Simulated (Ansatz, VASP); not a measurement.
## SiC: VASP beside Ansatz

File POSCAR:

```
SiC
1.0
    3.1214865869      0.0000000000      0.0000000000
   -1.5607432935      2.6633366324      0.0000000000
    0.0000000000      0.0000000000      5.0481080951
Si C
2 2
Direct
    0.3332112295      0.6664224589     -0.0007552593
    0.6667887705      0.3335775411      0.4992447407
    0.3321751076      0.6643502152      0.3757552593
    0.6678248924      0.3356497848      0.8757552593
```

Contents of INCAR.step1:

```
SYSTEM = SiC
PREC = Accurate
ENCUT = 520
ISMEAR = 0
SIGMA = 0.01
LREAL = .False.
LASPH = .True.
NELM = 60
NBANDS = 16
GGA = PE
ALGO = Normal
EDIFF = 1E-4
LWAVE = .True.
LCHARG = .False.
```

The input INCAR.step2:

```
SYSTEM = SiC
PREC = Accurate
ENCUT = 520
EDIFF = 1E-7
ISMEAR = 0
SIGMA = 0.01
LREAL = .False.
LASPH = .True.
NELM = 60
ALGO = Normal
ISIF = 2
LWAVE = .False.
LCHARG = .False.
METAGGA = R2SCAN
LMIXTAU = .True.
NBANDS = 16
ISTART = 1
```

The input KPOINTS:

```
regular mesh
0
Gamma
  12 12 6
  0 0 0
```

Input for Ansatz:

```yaml
crystal:
  lattice:
    - [3.1214865869, 0.0, 0.0]
    - [-1.5607432935, 2.6633366324, 0.0]
    - [0.0, 0.0, 5.0481080951]
  atoms:
    - { symbol: Si, position: [0.3332112295, 0.6664224589, -0.0007552593] }
    - { symbol: Si, position: [0.6667887705, 0.3335775411, 0.4992447407] }
    - { symbol: C, position: [0.3321751076, 0.6643502152, 0.3757552593] }
    - { symbol: C, position: [0.6678248924, 0.3356497848, 0.8757552593] }
kpoints:
  mp_grid: { grid: [12, 12, 6] }
  band_path:
    path:
      - [0.0, 0.0, 0.0]
      - [0.5, 0.0, 0.0]
      - [0.3333333333, 0.3333333333, 0.0]
      - [0.0, 0.0, 0.5]
      - [0.5, 0.0, 0.5]
      - [0.3333333333, 0.3333333333, 0.5]
      - [0.328125, 0.335938, 0.0]
    npoints: 1
hamiltonian:
  xc: r2scan
scf:
  occupations: { method: fixed }
  n_extra_bands: 5
output:
  forces: true
  stress: true
  eigenvalues: true
```

Change from the starting cell: uniaxial_x strain +1.5%.

Alike in both runs: task single point; functional r2SCAN; k mesh 12 × 12 × 6; no spin polarisation.

```csv
,VASP,Ansatz
version,VASP 6.6.1,Ansatz 0.2.0
potentials or method,"VASP PAW PBE potentials, release 64 (Si, C)","plane waves, PAW"
plane-wave cutoff (eV),520,500
occupations,"gaussian, width 0.01 eV",fixed
valence electrons in the cell,16,16
```

|  | VASP | Ansatz | Ansatz less VASP |
| --- | --- | --- | --- |
| gap on the k mesh at the Fermi level (eV) | 2.67 | 2.67 | -0.007 |
| pressure (GPa) | -3.5 | -3.3 | +0.17 |
| largest component of the traceless stress (GPa) | 4.40 | 4.37 | -0.031 |

Caveats: the PAW data sets were made with another functional, which shifts forces and pressure a little (VASP). A k mesh can miss the band edges.
